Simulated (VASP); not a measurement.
# Al (Fm-3m) in VASP: further runs

The runs below take Al through relaxation of cell and atoms, vibrations by finite differences, with PBE.

Program: VASP 6.6.1. These are calculated values, not measurements. Logs are shortened: lines on timing, memory, paths and dates and some standing lists are left out, and cuts for length are marked.

## 1. The structure

The structure is cubic, space group Fm-3m (No. 225). The conventional cell has a = 4.050 Å, b = 4.050 Å, c = 4.050 Å, α = 90.00°, β = 90.00°, γ = 90.00°. Around Al (site symmetry m-3m) lie 12 Al at 2.86 Å.

## 2. Relaxation of cell and atoms, PBE

The input, INCAR:

```
PREC     = Accurate       # precision mode
ENCUT    = 520            # plane-wave cutoff, eV
EDIFF    = 1E-7           # SCF threshold, eV
ISMEAR   = 0              # smearing method
SIGMA    = 0.3            # smearing width, eV
LREAL    = F              # projectors in reciprocal space
LASPH    = T              # aspherical terms in the spheres
NELM     = 60             # most SCF steps
ALGO     = Fast           # electronic algorithm
ISIF     = 3              # what is computed and relaxed
LWAVE    = F              # write WAVECAR
LCHARG   = F              # write CHGCAR
GGA      = PE             # functional
IBRION   = 2              # ionic algorithm
NSW      = 80             # ionic steps
EDIFFG   = -0.002         # ionic threshold
```

The input, KPOINTS:

```
regular mesh
0
Gamma
  18 18 18
```

The input, POSCAR:

```
Al
1.0
    0.0000000000      2.0248050000      2.0248050000
    2.0248050000      0.0000000000      2.0248050000
    2.0248050000      2.0248050000      0.0000000000
Al
1
Direct
    0.0000000000      0.0000000000      0.0000000000
```

Potentials or basis: VASP PAW PBE potentials, release 64 (Al).

Run with:

```
$ cat potpaw_PBE.64/Al/POTCAR > POTCAR
$ mpirun -np 1 vasp_std > vasp.out
```

OUTCAR:

```text
PREC = Accurate
   ENCUT = 520
   EDIFF = 1E-7
   ISMEAR = 0
   LREAL = F
   LASPH = T
   NELM = 60
   ISIF = 3
   GGA = PE
   IBRION = 2
   NSW = 80
   EDIFFG = -0.002

 ion  position               nearest neighbor table
   1  0.000  0.000  0.000-

  LATTYP: Found a face centered cubic cell.
 ALAT       =     4.0496100000

  Lattice vectors:

 A1 = (   0.0000000000,   2.0248050000,   2.0248050000)
 A2 = (   2.0248050000,   0.0000000000,   2.0248050000)
 A3 = (   2.0248050000,   2.0248050000,   0.0000000000)

Analysis of symmetry for initial positions (statically):
=====================================================================
 Subroutine PRICEL returns:
 Original cell was already a primitive cell.

 Routine SETGRP: Setting up the symmetry group for a
 face centered cubic supercell.

 Subroutine GETGRP returns: Found 48 space group operations
 (whereof 48 operations were pure point group operations)
 out of a pool of 48 trial point group operations.

The static configuration has the point symmetry O_h .

Analysis of symmetry for dynamics (positions and initial velocities):
=====================================================================
 Subroutine PRICEL returns:
 Original cell was already a primitive cell.

 Routine SETGRP: Setting up the symmetry group for a
 face centered cubic supercell.

 Subroutine GETGRP returns: Found 48 space group operations
 (whereof 48 operations were pure point group operations)
 out of a pool of 48 trial point group operations.

The dynamic configuration has the point symmetry O_h .

 Subroutine INISYM returns: Found 48 space group operations
 (whereof 48 operations are pure point group operations),
 and found     1 'primitive' translations

----------------------------------------------------------------------------------------

                                     Primitive cell

  volume of cell :      16.6027

  direct lattice vectors                    reciprocal lattice vectors
     0.000000000  2.024805000  2.024805000    -0.246937359  0.246937359  0.246937359
     2.024805000  0.000000000  2.024805000     0.246937359 -0.246937359  0.246937359
     2.024805000  2.024805000  0.000000000     0.246937359  0.246937359 -0.246937359

  length of vectors
     2.863506692  2.863506692  2.863506692     0.427708053  0.427708053  0.427708053

  position of ions in fractional coordinates (direct lattice)
     0.000000000  0.000000000  0.000000000

  ion indices of the primitive-cell ions
   primitive index   ion index
                 1           1

----------------------------------------------------------------------------------------

 KPOINTS: regular mesh

Automatic generation of k-mesh.
 Grid dimensions read from file:
 generate k-points for:   18   18   18

 Generating k-lattice:

  Cartesian coordinates                     Fractional coordinates (reciprocal lattice)
    -0.013718742  0.013718742  0.013718742     0.055555556  0.000000000  0.000000000
     0.013718742 -0.013718742  0.013718742     0.000000000  0.055555556  0.000000000
     0.013718742  0.013718742 -0.013718742     0.000000000  0.000000000  0.055555556

  Length of vectors
     0.023761558  0.023761558  0.023761558

  Shift w.r.t. Gamma in fractional coordinates (k-lattice)
     0.000000000  0.000000000  0.000000000

 Subroutine IBZKPT returns following result:
 ===========================================

 Found    195 irreducible k-points:

 Following reciprocal coordinates:
            Coordinates               Weight
  0.000000  0.000000  0.000000      1.000000
  0.055556  0.000000  0.000000      8.000000
  0.111111  0.000000  0.000000      8.000000
  0.166667  0.000000  0.000000      8.000000
  0.222222  0.000000  0.000000      8.000000
  0.277778  0.000000  0.000000      8.000000
[... 16 lines left out ...]
 -0.277778  0.055556  0.000000     24.000000
 -0.222222  0.055556  0.000000     24.000000
 [... further k-points ...]
   k-points           NKPTS =    195   k-points in BZ     NKDIM =    195   number of bands    NBANDS=      5
   number of dos      NEDOS =    301   number of ions     NIONS =      1
   total plane-waves  NPLWV =  13824
   dimension x,y,z NGX =    24 NGY =   24 NGZ =   24
   dimension x,y,z NGXF=    48 NGYF=   48 NGZF=   48
   ions per type =               1
   NGX,Y,Z   is equivalent  to a cutoff of  13.93, 13.93, 13.93 a.u.
   NGXF,Y,Z  is equivalent  to a cutoff of  27.87, 27.87, 27.87 a.u.
 SYSTEM =  unknown system
   PREC   = accura    normal or accurate (medium, high low for compatibility)
   ISTART =      0    job   : 0-new  1-cont  2-samecut
   ICHARG =      2    charge: 1-file 2-atom 10-const
   ISPIN  =      1    spin polarized calculation?
   LNONCOLLINEAR =      F non collinear calculations
   LSORBIT =      F    spin-orbit coupling
   LASPH  =      T    aspherical Exc in radial PAW
   ENCUT  =  520.0 eV  38.22 Ry    6.18 a.u.   5.32  5.32  5.32*2*pi/ulx,y,z
   NELM   =     60;   NELMIN=  2; NELMDL= -5     # of ELM steps
   EDIFF  = 0.1E-06   stopping-criterion for ELM
   LREAL  =      F    real-space projection
   EDIFFG = -.2E-02   stopping-criterion for IOM
   NSW    =     80    number of steps for IOM
   IBRION =      2    ionic relax: 0-MD 1-quasi-New 2-CG
   NFREE  =      1    steps in history (QN), initial steepest desc. (CG)
   ISIF   =      3    stress and relaxation
   ISYM   =      2    0-nonsym 1-usesym 2-fastsym
   POTIM  = 0.5000    time-step for ionic-motion
   TEBEG  =    0.0;   TEEND  =   0.0 temperature during run
   PSTRESS=    0.0 pullay stress
   NELECT =       3.0000    total number of electrons
   NUPDOWN=      -1.0000    fix difference up-down
   EMIN   =  10.00;   EMAX   =-10.00  energy-range for DOS
   EFERMI =   0.00;   METHOD = LEGACY
   ISMEAR =     0;   SIGMA  =   0.30  broadening in eV -4-tet -1-fermi 0-gaus
   EFERMI_NEDOS =   21; number of points for ismear=-14 and -15
   IALGO  =     68    algorithm
   IMIX   =      4    mixing-type and parameters
     AMIX     =   0.40;   BMIX     =  1.00
     AMIX_MAG =   1.60;   BMIX_MAG =  1.00
  volume/ion in A,a.u.               =      16.60       112.04
  Fermi-wavevector in a.u.,A,eV,Ry     =   0.925526  1.748991 11.654733  0.856599
  Thomas-Fermi vector in A             =   2.051390
   LORBIT       =      0    0 simple, 1 ext, 2 COOP (PROOUT), +10 PAW based schemes
   GGA     = PE    functional components
   LHFCALC =     F    Hartree Fock is set to
   AEXX    =    0.0000 exact exchange contribution
   IVDW    =     0    specifies the selected vdW correction
   LEPSILON=     F    determine dielectric tensor
   LRPA    =     F    only Hartree local field effects (RPA)
 conjugate gradient relaxation of ions
 non-spin polarized calculation
 RMM-DIIS sequential band-by-band and
 Gauss-broadening in eV      SIGMA  =   0.30
  energy-cutoff  :      520.00
  volume of cell :       16.60
 maximum number of plane-waves:       459
 NGX is ok and might be reduce to    24
   NGX = 11   NGY = 11   NGZ = 11

--------------------------------------- Ionic step        1  -------------------------------------------

 number of electron       3.0000000 magnetization

 Free energy of the ion-electron system (eV)
  ---------------------------------------------------
  ext. energy  EPLUGINS =         0.00000000
  ---------------------------------------------------
  free energy    TOTEN  =        -3.75359461 eV

  energy without entropy =       -3.73392202  energy(sigma->0) =       -3.74375832

------------------------ aborting loop because EDIFF is reached ----------------------------------------

  FORCE on cell =-STRESS in cart. coord.  units (eV):
  Direction    XX          YY          ZZ          XY          YZ          ZX
  --------------------------------------------------------------------------------------
  -------------------------------------------------------------------------------------
  Total       -0.0530037     -0.0530037     -0.0530037     -0.0000000     -0.0000000      0.0000000
  in kB       -5.1149004     -5.1149004     -5.1149004     -0.0000000     -0.0000000      0.0000000
  external PRESSURE =      -5.1149004 kB  Pullay stress =       0.0000000 kB
[... 55 lines left out ...]
  energy  without entropy=       -3.7342109950  energy(sigma->0) =       -3.74399027

--------------------------------------- Ionic step        3  -------------------------------------------

 number of electron       3.0000000 magnetization

 Free energy of the ion-electron system (eV)
  ---------------------------------------------------
  ext. energy  EPLUGINS =         0.00000000
  ---------------------------------------------------
  free energy    TOTEN  =        -3.75377330 eV

  energy without entropy =       -3.73419994  energy(sigma->0) =       -3.74398662

 E-fermi :   7.9939     XC(G=0): -10.1983

 val. band max:        7.9897573084   @ k =  -0.2778   0.2778   0.0556
 cond. band min:       7.9968696810   @ k =  -0.2778   0.5000   0.2222
 fundamental gap:      0.0071123726
 Fermi energy:         7.9938763289

 k-point     1 :       0.0000    0.0000    0.0000
  band No.  band energies     occupation
      1      -3.1326      2.00000
      2      20.6270      0.00000
      3      20.6270      0.00000
      4      20.6270      0.00000
      5      22.1225      0.00000

 k-point     2 :       0.0556    0.0000    0.0000
  band No.  band energies     occupation
      1      -3.0487      2.00000
      2      19.1095      0.00000
      3      20.3154      0.00000
      4      20.3154      0.00000
      5      22.5649      0.00000
[... 169 lines left out ...]
 k-point    24 :      -0.2222    0.0556    0.0000
  band No.  band energies     occupation
      1      -1.4909      2.00000
      2      11.8470      0.00000
      3      17.2929      0.00000
      4      20.1452      0.00000
      5      21.8912      0.00000

 [... further k-points ...]
[... 5 lines left out ...]
  --------------------------------------------------------------------------------------
  -------------------------------------------------------------------------------------
  Total        0.0001351      0.0001351      0.0001351      0.0000000     -0.0000000      0.0000000
  in kB        0.0131206      0.0131206      0.0131206      0.0000000     -0.0000000      0.0000000
  external PRESSURE =       0.0131206 kB  Pullay stress =       0.0000000 kB
[... 16 lines left out ...]
  FREE ENERGIE OF THE ION-ELECTRON SYSTEM (eV)
  ---------------------------------------------------
  free  energy   TOTEN  =        -3.7537733049 eV

  energy  without entropy=       -3.7341999388  energy(sigma->0) =       -3.74398662

 reached required accuracy - stopping structural energy minimisation
```

Wall time 26 s (1 thread of Intel Xeon Platinum 8259CL at 2.50GHz (Skylake/Cascade Lake), shared host); peak memory 0.15 GiB.

Results:

- Free energy: -3.7538 eV
- Relaxed volume: 16.49 Å³/atom
- Relaxed cell: a = 2.857 Å, b = 2.857 Å, c = 2.857 Å, α = 60.00°, β = 60.00°, γ = 60.00°
- Space group after relaxing (to 0.05 Å): Fm-3m (No. 225)
- Energy gained by relaxing: 0.2 meV/atom
- Ionic steps: 3
- Pressure after relaxing: 0.0 GPa
- Band gap on the k mesh: none (metal or under the smearing width)

Step by step:
```csv
step,energy change (eV),largest force (eV/Å),pressure (GPa),volume (Å³)
1,0.0000,0.0000,-0.51,16.60
2,-0.0002,0.0000,0.08,16.48
3,-0.0002,0.0000,0.00,16.49
```

Final structure:
```yaml
crystal:
  lattice:
    - [0.00000, 2.02030, 2.02030]
    - [2.02030, 0.00000, 2.02030]
    - [2.02030, 2.02030, 0.00000]
  atoms:
    - { symbol: Al, position: [0.00000, 0.00000, 0.00000] }
```

Levels at points of the mesh, in eV from the Fermi level:
| k point | band 1 | band 2 | band 3 | band 4 |
| --- | --- | --- | --- | --- |
| (0.00, 0.00, 0.00) | -11.13 | 12.63 | 12.63 | 12.63 |
| (0.50, 0.00, 0.00) | -4.58 | -4.37 | 11.43 | 11.43 |
| (0.50, 0.50, 0.00) | -2.91 | -1.59 | 5.27 | 5.61 |

## 3. Relaxation of cell and atoms, PBE

This run uses another cell than the first one, of 16.49 Å³/atom, 0.993 times its volume.

INCAR is that of step 2.

KPOINTS is that of step 2.

The input, POSCAR:

```
Al                                      
1.0
   -0.0000000000      2.0202957557      2.0202957557
    2.0202957557     -0.0000000000      2.0202957557
    2.0202957557      2.0202957557     -0.0000000000
  Al            
     1
Direct
     0.0000000000000000    0.0000000000000000    0.0000000000000000
```

Potentials or basis: VASP PAW PBE potentials, release 64 (Al).

Run with:

```
$ cat potpaw_PBE.64/Al/POTCAR > POTCAR
$ mpirun -np 1 vasp_std > vasp.out
```

Wall time 13 s (1 thread of Intel Xeon Platinum 8259CL at 2.50GHz (Skylake/Cascade Lake), shared host); peak memory 0.14 GiB.

Results (log left out):

* Free energy: -3.7538 eV
* Pressure after relaxing: 0.0 GPa
* Band gap on the k mesh: none (metal or under the smearing width)

Final structure:
```yaml
crystal:
  lattice:
    - [0.00000, 2.02030, 2.02030]
    - [2.02030, 0.00000, 2.02030]
    - [2.02030, 2.02030, 0.00000]
  atoms:
    - { symbol: Al, position: [0.00000, 0.00000, 0.00000] }
```

Levels at points of the mesh, in eV from the Fermi level:
| k point | band 1 | band 2 | band 3 | band 4 | band 5 |
| --- | --- | --- | --- | --- | --- |
| (0.00, 0.00, 0.00) | -11.13 | 12.63 | 12.63 | 12.63 | 14.13 |
| (0.50, 0.00, 0.00) | -4.58 | -4.37 | 11.43 | 11.47 | 11.47 |
| (0.50, 0.50, 0.00) | -2.91 | -1.59 | 5.27 | 5.61 | 5.61 |

Caveat: the relaxation stopped at its first step, so nothing moved.

## 4. Vibrations by finite differences, PBE

This run uses another cell than the first one, of 16.49 Å³/atom, 0.993 times its volume.

The input, INCAR:

```
PREC = Accurate ; ENCUT = 520
EDIFF = 1E-8 ; ISMEAR = 0
SIGMA = 0.3 ; LREAL = False
LASPH = True ; NELM = 60
ALGO = Fast ; ISIF = 3
LWAVE = False ; LCHARG = False
GGA = PE ; NBANDS = 8
IBRION = 6 ; NFREE = 2
POTIM = 0.015 ; NSW = 1
```

The input, KPOINTS:

```
Automatic mesh
0
Gamma
  18 18 18
```

The input, POSCAR:

```
Al                                      
1.0
    0.0000000000      2.0202957557      2.0202957557
    2.0202957557      0.0000000000      2.0202957557
    2.0202957557      2.0202957557      0.0000000000
  Al            
     1
Direct
     0.0000000000000000    0.0000000000000000    0.0000000000000000
```

Run with:

```
$ cat potpaw_PBE.64/Al/POTCAR > POTCAR
$ mpirun -np 1 vasp_std > vasp.out
```

Run time: 12 min. Hardware: 1 thread of Intel Xeon Platinum 8259CL at 2.50GHz (Skylake/Cascade Lake), shared host; peak memory 0.45 GiB.

It converged, with:

```
Elastic constants C11, C12, C44 : 103, 65, 25 GPa
Voigt bulk modulus              : 78 GPa
```

Elastic tensor in Voigt notation (GPa, in the Cartesian axes of the cell as first typed):
```
103  65  65   0   0   0
 65 103  65   0   0   0
 65  65 103   0   0   0
  0   0   0  25   0   0
  0   0   0   0  25   0
  0   0   0   0   0  25
```

Clamped-ion elastic tensor (GPa):
```
103  65  65   0   0   0
 65 103  65   0   0   0
 65  65 103   0   0   0
  0   0   0  25   0   0
  0   0   0   0  25   0
  0   0   0   0   0  25
```
